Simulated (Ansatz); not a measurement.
Structure: COD 9012924, as refined from experiment and not relaxed.

Ti: DFT, PBE, PAW with Ansatz's default frozen-core files, scalar-relativistic (Ansatz 0.2.0).

```yaml
crystal:
  lattice:
    - [-1.641, 1.641, 1.641]
    - [1.641, -1.641, 1.641]
    - [1.641, 1.641, -1.641]
  atoms:
    - { symbol: Ti, position: [0.0, 0.0, 0.0] }
kpoints:
  mp_grid: { grid: [14, 14, 14] }
  band_path:
    path:
      - [0.0, 0.0, 0.0]
      - [0.5, -0.5, 0.5]
      - [0.0, 0.0, 0.5]
      - [0.0, 0.0, 0.0]
      - [0.25, 0.25, 0.25]
      - [0.5, -0.5, 0.5]
      - [0.25, 0.25, 0.25]
      - [0.0, 0.0, 0.5]
    npoints: 8
scf:
  occupations: { method: fermi_dirac, width: 0.05 }
hamiltonian:
  xc: pbe
  pseudopotentials: { kind: paw }
output:
  forces: true
  stress: true
  eigenvalues: true
  efg: { contact_densities: true }
  populations: true
  bader: true
  dos: { projected: true, de: 0.2, e_range: [-14, 8] }
```

Output:

```
Engine: ansatz 0.2.0
Pseudopotentials: kind: paw
Pseudopotential: Ti, paw, valence charge 12, recommended cutoff 420 eV (normal)
Functional definition: PBE
  parameter kappa = 0.804
  parameter beta = 0.06672455060314922
  exchange = pbe_x(kappa = kappa, mu = beta*pi^2/3)
  correlation = pbe_c(beta = beta)
Crystal: 1 atoms, lattice volume = 17.676 Å³
Basis set: ecut = 420 eV, 369 PW (Γ), exchange–correlation on 40×40×40 points (8 copies of the dense FFT grid, shifted against one another)
Bands: 10, of which v1, the nominal top of the filled ones, is band 6 counted from 1 (5 counted from 0)
Symmetry: 48 space group operations
Space group: Im-3m (ITA 229), of the structure as read, at distance tolerance 2.6e-5 Å
k-points: 104 of 2744
Non-local potential: Ti, projectors of the file, l = 0: 3, l = 1: 2, l = 2: 3, l = 3: 1
PAW form: soft (Blöchl's): semilocal exchange-correlation on the pseudo side does not see the compensation charge
PAW one-centre angular grid: Ti, 590 points (default); XC on 64 Gauss nodes
Initial density: superposition of atomic densities (neutral atoms: chi_scale 0, normalization atom), corrected by the library's trained network
Initial wavefunctions: pseudopotential atomic-orbital guess
Functional: x = pbe(κ = 0.804, μ = 0.2195149727645171), c = pbe(β = 0.06672455060314922)
SCF iter   1: F=—  HF=-2499.561552 eV  |F-HF|=—  |Δ(HF+E_count)|=         —  Δρ=2.11e-3  dr2=6.74e-4  ethr=1.77e-3  ⟨swp⟩=4.3  Hψ=5533  notcnv=0
preconditioner: auto → none  [metal: Δε(μ)=0.018 eV  Ē_g=4.042 eV  σ=0.050 eV  W_gap=0.09  n_scr=0 (ndim 8)  ℏωp=17.7 eV  f_vac=0.000  D(μ)=2.58/eV (n_scr^D=42)]
SCF iter   2: F=—  HF=-2499.561309 eV  |F-HF|=—  |Δ(HF+E_count)|=   2.43e-4  Δρ=1.12e-3  dr2=1.03e-4  ethr=5.62e-6  ⟨swp⟩=2.1  Hψ=2397  notcnv=0
SCF iter   3: F=—  HF=-2499.561300 eV  |F-HF|=—  |Δ(HF+E_count)|=   8.68e-6  Δρ=4.86e-4  dr2=1.10e-5  ethr=8.56e-7  ⟨swp⟩=2.4  Hψ=1610  notcnv=0
SCF iter   4: F=—  HF=-2499.561320 eV  |F-HF|=—  |Δ(HF+E_count)|=   1.93e-5  Δρ=8.29e-5  dr2=4.03e-7  ethr=9.17e-8  ⟨swp⟩=2.1  Hψ=1313  notcnv=0
iter 5 did not close the SCF: its close was put off for the readings that it lacked (scf_convergence_deferred on its scf_iter line)
SCF iter   5: F=-2499.561320 eV  HF=-2499.561320 eV  |F-HF|=4.85e-9  |Δ(HF+E_count)|=   5.74e-7  Δρ=7.78e-6  dr2=8.95e-9  ethr=3.36e-9  ⟨swp⟩=2.0  Hψ=1254  notcnv=0
SCF iter   6: F=-2499.561320 eV  HF=-2499.561320 eV  |F-HF|=1.48e-10  |Δ(HF+E_count)|=  5.03e-10  Δρ=1.15e-6  dr2=2.51e-10  ethr=7.46e-11  ⟨swp⟩=1.4  Hψ=3178  notcnv=0
SCF 1 converged in 6 iterations: F = -2499.561320 eV  dr2 = 2.51e-10
  greatest PAW one-centre occupation: 0.999 electrons in one spin orbital (limit 2), on the Ti atom at site 0 (counted from 0), in its partial waves of l = 0
NSCF: frozen V_eff on 57 k-points
SCF converged after 6 iterations
Free energy (F): -2499.561320 eV
Harris-Foulkes:  -2499.561320 eV  (|F-HF|=1.48e-10)
Internal energy: -2499.540641 eV  (E = F + TS)
E sigma→0 (E₀):  -2499.550981 eV
Entropy (-TS):   -0.020679 eV (-20.679 meV/atom)
Fermi energy:    12.846919 eV
--- Per-component energies (eV) ---
  E_band       = -160.231724
  E_kinetic    = 272.168399
  E_local      = -822.941698  (includes V_loc(G=0)·N_el)
  E_nonlocal   = 8.358984
  E_hartree    = 337.451150
  E_xc         = -97.260149
  E_vxc        = -121.660197  (∫ρ·V_xc dr)
  E_paw        = -1047.693943  (= ΣΔE_a)
  E_vpaw       = -171.060180  (= ΣTr[D̂ρ^β])
  E_aug_tail   = 0.000122  (compensation charges beyond the density's cutoff)
  E_ewald      = -1149.623506
  E_smearing   = -0.020679  (= −TS)
  E_closure    = 0.000000  (closes the sum)
  Σ components = -2499.561320   (vs F -2499.561320, Δ=0.00e0)
--- Forces (eV/Å), atoms counted from 1 ---
  atom   1  Ti    -0.00000000    -0.00000000    -0.00000000
  max |Σ_I F_I| component: 2.77e-32 eV/Å
--- Stress (GPa, compression-positive) ---
       -2.398176       0.000000      -0.000000
        0.000000      -2.398176      -0.000000
       -0.000000      -0.000000      -2.398176
  P = ⅓ Tr σ = -2.3982 GPa (-23.982 kbar)
--- PAW observables at the nuclei: V_zz in 10²¹ V/m², potentials from the cell's mean, atoms counted from 1 ---
  atom   1  Ti V_zz =    +0.000000   η = 0.0000   by run symmetry: forbidden
            electrostatic potential = -2530.919649 V   contact ρ = 56790.500441 e/Å³
--- Band table (eV; the first three rows and the last of 104) ---
  k-point 0: bands = ["-43.6709", "-19.5610", "-19.5610", "-19.5610", "6.9622", "13.8300", "13.8300", "13.8300", "15.5534", "15.5534"]
  k-point 1: bands = ["-43.6649", "-19.5939", "-19.5712", "-19.5612", "7.1336", "13.7525", "13.8076", "13.9540", "15.4646", "15.5583"]
  k-point 2: bands = ["-43.6479", "-19.6852", "-19.5995", "-19.5617", "7.6281", "13.5423", "13.6966", "14.3141", "15.2988", "15.5776"]
  k-point 103: bands = ["-43.4610", "-20.0003", "-20.0003", "-20.0003", "10.8059", "10.8059", "16.6964", "16.6964", "16.6964", "21.0817"]
--- Löwdin populations: 1 site ---
  site symbol       q [e]
     0     Ti     11.8683
  spilling = 0.010978 (of n_electrons = 12.000000)
--- Bader charges: 1 site ---
  site symbol  charge [e]  shift [e]
     0     Ti      0.0000     0.0000
  estimated error of the sums over rays = 2.6e-7 e
```

populations.tsv:

```
# site	symbol	l	j	q
# orbitals = lowdin
# n_electrons = 12.000000
# spilling = 0.010978
0	Ti	0_3S	-	1.927036
0	Ti	0_4S	-	0.914427
0	Ti	1_3P	-	5.988167
0	Ti	2_3D	-	3.038635
```

bader_charges.tsv:

```
# site	symbol	x_ang	y_ang	z_ang	partial_charge_e	electrons	volume_ang3	relative_density_drop	shared_charge_e	partial_wave_shift_e
# quadrature_error_electrons = 2.6e-7
0	Ti	0.0000	0.0000	0.0000	0.00000	22.00000	17.68	-	0.00000	0.00000
```
